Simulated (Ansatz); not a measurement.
Consider the formal exchange of groups at a C–O bond: `C[NH][SnH2][O]C` + `O=C1CCCO1` → `CC1CCC(=O)O1` + `C[NH][SnH2][OH]`.

Calculated with Ansatz (gas phase, PBE0-D4/def2-TZVP geometries, no zero-point term in ΔE). CCSD(T)/CBS adds triple-zeta CCSD(T) − MP2 to the extrapolated MP2 energy (def2 sets, frozen cores). Functionals use def2-TZVPP. Elements past krypton have def2 core potentials. For Sn outer-core shells are correlated without core-valence functions, which leaves a few kJ/mol of doubt a bond. One conformer a species, not always the lowest.

`C[NH][SnH2][O]C`:

Z-matrix (Å, degrees):
```
C
N 1 1.450
H 1 1.095 2 110.5
H 1 1.093 2 109.7 3 117.2
H 1 1.099 2 114.7 3 -121.8
Sn 2 2.012 1 120.9 3 -161.7
H 2 1.009 1 112.5 3 56.9
O 6 1.965 2 104.1 1 74.0
H 6 1.705 2 115.3 1 -36.7
H 6 1.708 2 107.0 1 -168.7
C 8 1.405 6 119.3 2 54.7
H 11 1.094 8 108.3 6 -170.5
H 11 1.100 8 112.2 6 70.8
H 11 1.098 8 112.6 6 -51.2
```

`O=C1CCCO1`:

```xyz
12

O     2.269   -0.550   -1.187
C     1.287   -0.285   -0.564
C    -0.153   -0.625   -0.885
C    -0.945    0.309    0.014
C     0.026    0.522    1.169
O     1.332    0.397    0.603
H    -0.307   -1.677   -0.627
H    -0.337   -0.516   -1.952
H    -1.137    1.256   -0.495
H    -1.901   -0.097    0.346
H    -0.089   -0.240    1.947
H    -0.045    1.507    1.630
```

`CC1CCC(=O)O1`:

```xyz
15

C     0.854   -1.295   -0.934
C     0.594   -0.610    0.389
C     0.595    0.919    0.312
C    -0.870    1.240    0.078
C    -1.596    0.052    0.670
O    -2.754   -0.046    0.942
O    -0.719   -0.956    0.860
H     0.699   -2.371   -0.844
H     1.884   -1.118   -1.253
H     0.184   -0.917   -1.711
H     1.292   -0.979    1.143
H     0.929    1.342    1.262
H     1.259    1.286   -0.471
H    -1.222    2.161    0.541
H    -1.129    1.291   -0.984
```

`C[NH][SnH2][OH]`:

Cartesian coordinates in Å:
```
C -0.966 -1.195 0.682
N -0.639 0.218 0.727
Sn 0.331 1.104 -0.796
O 2.056 0.221 -1.188
H -0.115 -1.867 0.854
H -1.737 -1.432 1.422
H -1.382 -1.446 -0.298
H -0.331 0.506 1.645
H 0.616 2.720 -0.328
H -0.546 0.830 -2.223
H 2.712 0.340 -0.498
```

```json
{"level": "PBE", "ΔE (kJ/mol)": "-70.8"}
{"level": "CCSD/CBS(def2)", "ΔE (kJ/mol)": "-75.3"}
```

Q: What does CCSD(T)/CBS give? (Best estimate.)

A: Computed: -76.4 kJ/mol. The listed levels differ from it by 5.6, 1.1 kJ/mol.

Largest T1 diagnostic among the species: 0.014.

In def2-TZVPP, CCSD(T) changes the Hartree–Fock value by −11.4 kJ/mol (the triples alone add −1.2 kJ/mol) and MP2 by −17.4 kJ/mol.

CCSD(T)/CBS has its own doubt, a few kJ/mol and more with outer-core shells, so smaller differences from it don't rank the levels.
